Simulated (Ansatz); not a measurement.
# FeS2: the cell at several levels of theory

The task here is to estimate one member of a computed series from the others.

Code: Ansatz 0.2.0. PAW datasets, plane waves, zero pressure. Calculated at 0 K for a non-magnetic cell.

## Starting point

It is cubic, Pa-3 (No. 205); a = 5.397 Å in the conventional setting, 13.10 Å³ an atom. Near Fe stand 6 S at 2.26 Å; near S stand 1 S at 2.14 Å and 3 Fe at 2.26 Å.

Structure file:

```
CELL_PARAMETERS angstrom
5.39682 0.00000 0.00000
0.00000 5.39682 0.00000
0.00000 0.00000 5.39682
ATOMIC_POSITIONS crystal
Fe 0.00000 0.50000 0.50000
Fe 0.50000 0.50000 0.00000
Fe 0.50000 0.00000 0.50000
Fe 0.00000 0.00000 0.00000
S 0.38538 0.11462 0.88538
S 0.11462 0.88538 0.38538
S 0.88538 0.38538 0.11462
S 0.61462 0.61462 0.61462
S 0.38538 0.38538 0.38538
S 0.11462 0.61462 0.88538
S 0.88538 0.11462 0.61462
S 0.61462 0.88538 0.11462
```

The first run:

The input, input.yaml:

```yaml
crystal:
  lattice:
    - [5.3968238, 0.0, 0.0]
    - [0.0, 5.3968238, 0.0]
    - [0.0, 0.0, 5.3968238]
  atoms:
    - { symbol: Fe, position: [0.0, 0.5, 0.5] }
    - { symbol: Fe, position: [0.5, 0.5, 0.0] }
    - { symbol: Fe, position: [0.5, 0.0, 0.5] }
    - { symbol: Fe, position: [0.0, 0.0, 0.0] }
    - { symbol: S, position: [0.38538014, 0.11461986, 0.88538014] }
    - { symbol: S, position: [0.11461986, 0.88538014, 0.38538014] }
    - { symbol: S, position: [0.88538014, 0.38538014, 0.11461986] }
    - { symbol: S, position: [0.61461986, 0.61461986, 0.61461986] }
    - { symbol: S, position: [0.38538014, 0.38538014, 0.38538014] }
    - { symbol: S, position: [0.11461986, 0.61461986, 0.88538014] }
    - { symbol: S, position: [0.88538014, 0.11461986, 0.61461986] }
    - { symbol: S, position: [0.61461986, 0.88538014, 0.11461986] }
kpoints:
  mp_grid: { grid: [4, 4, 4] }
hamiltonian:
  xc: pbe
scf:
  occupations: { method: fermi_dirac, width: 0.02 }
relax:
  f_tol: 0.005
  cell: {}
```

Command:

```bash
> ansatz run input.yaml --threads 8 --pin off --max-ram 12902MiB --backend cpu --events-out ev --progress --plain --runs-dir out
```

Among the steps run: Relaxing with PBE; r2SCAN: cell and atoms; PBEsol: cell and atoms; Relaxation with LDA.

One of the session's tables, all rows but one given; the rest of the session is left out.

| level | a (Å) | volume (Å³/atom) |
| --- | --- | --- |
| PBE | ? | ? |
| r2SCAN | 5.403 | 13.144 |
| PBEsol | 5.324 | 12.575 |
| LDA | 5.284 | 12.297 |

Q: Estimate the row for PBE from the others.

The run gave: a (Å): 5.403; volume (Å³/atom): 13.146.

In words: The first relaxation changed the volume by +0.4 % from the start. The volume spreads over 6.9 % between the levels.
